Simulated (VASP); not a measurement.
## VASP 6.6.1 run: InSb

INCAR

```
NBANDS = 21
GGA = PE
ENCUT = 520
LASPH = .TRUE.
NELM = 83
ISMEAR = -1
PREC = Accurate
LWAVE = .FALSE.
LREAL = .FALSE.
ISIF = 2
SIGMA = 0.02
IBRION = -1
LCHARG = .FALSE.
NSW = 0
EDIFF = 1E-7
```

KPOINTS

```
KPOINTS created by Atomic Simulation Environment
0
Gamma
6 6 6
0 0 0
```

POSCAR

```
In Sb
 1.0000000000000000
     0.0000000000000000    3.2795130174999998    3.3778984081000001
     3.2795130174999998    0.0000000000000000    3.3778984081000001
     3.2795130174999998    3.2795130174999998    0.0000000000000000
 In  Sb
   1   1
Cartesian
  0.0000000000000000  0.0000000000000000  0.0000000000000000
  1.6397565087499999  1.6397565087499999  1.6889492040500000
```

The recommended PBE PAW datasets give the neutral cell 18 valence electrons.

Command

```
mpirun -np 1 vasp_std
```

OSZICAR

```
N       E                     dE             d eps       ncg     rms          rms(c)
DAV:   1     0.130949573029E+03    0.13095E+03   -0.75053E+03  1265   0.838E+02
DAV:   2     0.431967991829E+01   -0.12663E+03   -0.11919E+03  1304   0.257E+02
DAV:   3    -0.664849705976E+01   -0.10968E+02   -0.10865E+02  1516   0.705E+01
DAV:   4    -0.701071282063E+01   -0.36222E+00   -0.36195E+00  1519   0.134E+01
DAV:   5    -0.702939524391E+01   -0.18682E-01   -0.18681E-01  1815   0.288E+00    0.377E+00
DAV:   6    -0.693743114933E+01    0.91964E-01   -0.12221E-01  1961   0.431E+00    0.219E+00
DAV:   7    -0.692667055081E+01    0.10761E-01   -0.50728E-02  1794   0.167E+00    0.574E-01
DAV:   8    -0.692794493520E+01   -0.12744E-02   -0.70207E-03  1580   0.733E-01    0.224E-01
DAV:   9    -0.692864005380E+01   -0.69512E-03   -0.92867E-04  1476   0.192E-01    0.729E-02
DAV:  10    -0.692871116006E+01   -0.71106E-04   -0.59455E-05  1543   0.485E-02    0.320E-02
DAV:  11    -0.692875347571E+01   -0.42316E-04   -0.67688E-05  1390   0.463E-02    0.223E-02
DAV:  12    -0.692875455795E+01   -0.10822E-05   -0.15074E-06  1512   0.652E-03    0.820E-03
DAV:  13    -0.692875519789E+01   -0.63994E-06   -0.12424E-06  1405   0.593E-03    0.265E-03
DAV:  14    -0.692875502614E+01    0.17175E-06   -0.50274E-08  1374   0.111E-03    0.116E-03
DAV:  15    -0.692875506766E+01   -0.41512E-07   -0.12411E-08   896   0.573E-04
   1 F= -.69287551E+01 E0= -.69286261E+01  d E =-.257845E-03
```

From OUTCAR

```
k-points           NKPTS =     30   k-points in BZ     NKDIM =     30   number of bands    NBANDS=     21

   NELECT =      18.0000    total number of electrons

   dimension x,y,z NGX =    36 NGY =   36 NGZ =   36
   dimension x,y,z NGXF=    72 NGYF=   72 NGZF=   72

  energy-cutoff  :      520.00
  volume of cell :       72.66
      direct lattice vectors                 reciprocal lattice vectors
     0.000000000  3.279513017  3.377898408    -0.152461660  0.152461660  0.148021030
     3.279513017  0.000000000  3.377898408     0.152461660 -0.152461660  0.148021030
     3.279513017  3.279513017  0.000000000     0.152461660  0.152461660 -0.148021030

 k-points in reciprocal lattice and weights: KPOINTS created by Atomic Simulation Env
   0.00000000  0.00000000  0.00000000       0.005
   0.16666667  0.00000000  0.00000000       0.037
   0.33333333  0.00000000  0.00000000       0.037
   0.50000000  0.00000000  0.00000000       0.019
   0.16666667  0.16666667  0.00000000       0.009
   0.33333333  0.16666667  0.00000000       0.037
   0.50000000  0.16666667  0.00000000       0.037
  -0.33333333  0.16666667  0.00000000       0.037
   ...

 E-fermi :   4.4838

 k-point     1 :       0.0000    0.0000    0.0000
  band No.  band energies     occupation
      1     -10.0528      2.00000
      2     -10.0464      2.00000
      3     -10.0464      2.00000
      4      -9.9837      2.00000
      5      -9.9786      2.00000
      6      -5.8771      2.00000
      7       3.8658      2.00000
      8       4.3393      1.99854
      9       4.4838      1.00074
     10       4.4838      1.00073
     11       7.3782      0.00000
     12       7.3782      0.00000
     13       7.4456      0.00000
     14      10.1045      0.00000
     15      12.3501      0.00000
     16      12.7899      0.00000
     17      12.9073      0.00000
     18      13.3812      0.00000
     19      13.3812      0.00000
     20      15.6556      0.00000
     21      22.2647      0.00000

 k-point     2 :       0.1667    0.0000    0.0000
  band No.  band energies     occupation
      1     -10.0580      2.00000
      2     -10.0459      2.00000
      3     -10.0423      2.00000
      4      -9.9840      2.00000
      5      -9.9785      2.00000
      6      -5.6524      2.00000
      7       1.9634      2.00000
      8       4.0767      2.00000
      9       4.1983      2.00000
     10       5.2392      0.00000
     11       7.7909      0.00000
     12       7.8055      0.00000
     13       8.0650      0.00000
     14      11.1569      0.00000
     15      11.5962      0.00000
     16      11.8239      0.00000
     17      12.7572      0.00000
     18      14.7156      0.00000
     19      15.2002      0.00000
     20      17.2602      0.00000
     21      19.7064      0.00000

 ...

  Total        0.2181093      0.2181093     -0.1436554      0.0000000      0.0000000      0.0000000
  in kB        4.8093840      4.8093840     -3.1676508      0.0000000      0.0000000      0.0000000
  external PRESSURE =       2.1503724 kB  Pullay stress =       0.0000000 kB

 POSITION                                       TOTAL-FORCE (eV/Angst)
 -----------------------------------------------------------------------------------
      0.00000      0.00000      0.00000         0.000000      0.000000     -0.000000
      1.63976      1.63976      1.68895        -0.000000     -0.000000      0.000000
 -----------------------------------------------------------------------------------
    total drift:                               -0.000000     -0.000000      0.000000

  FREE ENERGIE OF THE ION-ELECTRON SYSTEM (eV)
  ---------------------------------------------------
  free  energy   TOTEN  =        -6.9287550677 eV

  energy  without entropy=       -6.9284972229  energy(sigma->0) =       -6.92862615
```

It converged. Results: gap between bands v and c on the k mesh 0.00 eV; least direct gap on the k mesh 0.00 eV; pressure 0.2 GPa. Band v is the last that the valence electrons fill when counted band by band, and c is the next.

For comparison, a separate PBE run of the intended cell, on usual settings and not on those above, gives a gap of 0.00 eV on its mesh and a pressure of 0.2 GPa.

The run above took about 42 s on one core of a shared host (Intel Xeon Platinum 8488C) and held 0.22 GiB at most.
